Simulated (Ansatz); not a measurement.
## A series in volume per atom on Cs

Periodic Kohn-Sham DFT of a crystal at fixed atoms; pressure and stress are positive in compression; the energy is the free energy less that of spherical unpolarised free atoms; site moments are those in the method's own spheres, positive along +z. The results are calculated, by Ansatz 0.2.0.

Cell of the first row (space group Fd-3m, No. 227):
```
Cs
1.0
      0.0000     5.6562     5.6562
      5.6562     0.0000     5.6562
      5.6562     5.6562     0.0000
Cs
2
Direct
  0.00000 0.00000 0.00000
  0.25000 0.25000 0.25000
```

Settings of every row: method all-electron LAPW; functional PBE; relativity scalar; k mesh 11x11x11; filling fermi-dirac; smearing width 0.05 eV; basis error target 0.25 meV/atom; nucleus gaussian.

Atom start moment: 0 on all atoms.

Limits: no spin-orbit coupling on heavy atoms; the cell comes from a prototype or a list of computed structures and needn't be the stable phase.

```csv
row,volume per atom (Å³),pressure (GPa),energy less free atoms (eV/atom)
1,180.96,0.032,-0.5885
2,184.73,0.017,-0.589
3,188.5,0.002,-0.5893
4,192.27,?,?
5,196.04,-0.023,-0.5887
```

Question: what pressure should row 4 give?

Worked fit of pressure. Take u = (V_r/V)^(2/3) − 1 with V_r = 186.62 Å³ an atom, which is twice the finite (Eulerian) strain; such expansions in the strain, on which the Birch-Murnaghan equation of state is built, carry the rest volume and the bulk modulus. The shown rows have u = 0.02074, 0.00681, -0.00666, -0.0323. Least squares give pressure = 0.0093 + 1.062 × u + 1.89 × u² GPa. All shown rows lie on it to the printed digit. The pressure vanishes at u = -0.0089, or V = 189.1 Å³ an atom, and there the bulk modulus at fixed shape and fractions is B = −V dP/dV = (2/3)(1 + u) dP/du = 0.679 GPa. The withheld row has u = -0.01969, so the fit gives 0.0093 + 1.062 × (-0.01969) + 1.89 × (-0.01969)² = -0.011 GPa.

The calculation gave -0.011 GPa. The fit meets it to the printed digit.

The other values of row 4: energy less free atoms -0.5891 eV/atom.
